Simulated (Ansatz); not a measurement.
# Ta6HN6: the cost of one run

Computed with Ansatz 0.2.0 (DFT PBE, scalar-relativistic, plane waves, PAW, unless a step's input says otherwise).

6 further runs of the same task are left out: 6 set aside as unsound or not needed.

### 1 The starting structure

The structure is cubic, space group Fm-3m (No. 225). The conventional cell has a = 4.358 Å, b = 4.358 Å, c = 4.358 Å, α = 90.00°, β = 90.00°, γ = 90.00°. Ta (site symmetry m-3m) is surrounded by 6 N at 2.18 Å. N (site symmetry m-3m) is surrounded by 6 Ta at 2.18 Å.

Structure file:

```
Ta N
1.0
     0.00000    2.17900    2.17900
     2.17900    0.00000    2.17900
     2.17900    2.17900    0.00000
Ta N
1 1
Direct
  0.50000 0.50000 0.50000
  0.00000 0.00000 0.00000
```

Source of the structure: the Crystallography Open Database.

### 7 Plan of the scan

Atoms count from 1 in the order of the input.

H2 lies flat over one site of a rigid substrate while its bond length and height are varied.

First coordinate, distance H25-H26: 8 values from 0.650 to 2.650 Å. Second coordinate, height of the H2 axis above the plane of N21: 9 values from 0.45 to 3.60 Å.

Nothing else is relaxed. Points are written as (first, second).

(The set-up runs are not shown.)

### 8 Grid point (0.750 Å, 1.09 Å)

input.yaml

```yaml
crystal:
  lattice:
    - [6.246962505, 0.0, 0.0]
    - [0.0, 6.246962505, 0.0]
    - [0.0, 0.0, 22.5917515851]
  atoms:
    - { symbol: Ta, position: [0.0, 0.0, 0.1770557712] }
    - { symbol: Ta, position: [0.0, 0.5, 0.1770557712] }
    - { symbol: Ta, position: [0.5, 0.0, 0.1770557712] }
    - { symbol: Ta, position: [0.5, 0.5, 0.1770557712] }
    - { symbol: "N", position: [0.25, 0.25, 0.1770557712] }
    - { symbol: "N", position: [0.25, 0.75, 0.1770557712] }
    - { symbol: "N", position: [0.75, 0.25, 0.1770557712] }
    - { symbol: "N", position: [0.75, 0.75, 0.1770557712] }
    - { symbol: Ta, position: [0.25, 0.25, 0.2762497865] }
    - { symbol: Ta, position: [0.25, 0.75, 0.2762497865] }
    - { symbol: Ta, position: [0.75, 0.25, 0.2762497865] }
    - { symbol: Ta, position: [0.75, 0.75, 0.2762497865] }
    - { symbol: "N", position: [0.0, 0.0, 0.2717969833] }
    - { symbol: "N", position: [0.0, 0.5, 0.2717969833] }
    - { symbol: "N", position: [0.5, 0.0, 0.2717969833] }
    - { symbol: "N", position: [0.5, 0.5, 0.2717969833] }
    - { symbol: Ta, position: [0.0, 0.0, 0.3662594426] }
    - { symbol: Ta, position: [0.0, 0.5, 0.3662594426] }
    - { symbol: Ta, position: [0.5, 0.0, 0.3662594426] }
    - { symbol: Ta, position: [0.5, 0.5, 0.3662594426] }
    - { symbol: "N", position: [0.25, 0.25, 0.3803048007] }
    - { symbol: "N", position: [0.25, 0.75, 0.3803048007] }
    - { symbol: "N", position: [0.75, 0.25, 0.3803048007] }
    - { symbol: "N", position: [0.75, 0.75, 0.3803048007] }
    - { symbol: H, position: [0.6899708259, 1.0, 0.4285524984] }
    - { symbol: H, position: [0.8100291741, 1.0, 0.4285524984] }
basis:
  ecutwfc: 420
kpoints:
  mp_grid: { grid: [5, 5, 1] }
hamiltonian:
  xc: pbe
scf:
  occupations: { method: gaussian, width: 0.1 }
output:
  forces: true
  eigenvalues: true
efield:
  axis: 3
  dipole_correction: true
  ramp_width: 0.04
```

Run with:

```
$ ansatz run input.yaml --threads 4 --pin off --max-ram 12288MiB --backend cpu --events-out ev --progress --plain --runs-dir out
```

Q: Estimate wall time and peak memory on 4 threads of Arm Neoverse V1, shared host.

About 35 s, with a peak of 2.6 GiB.
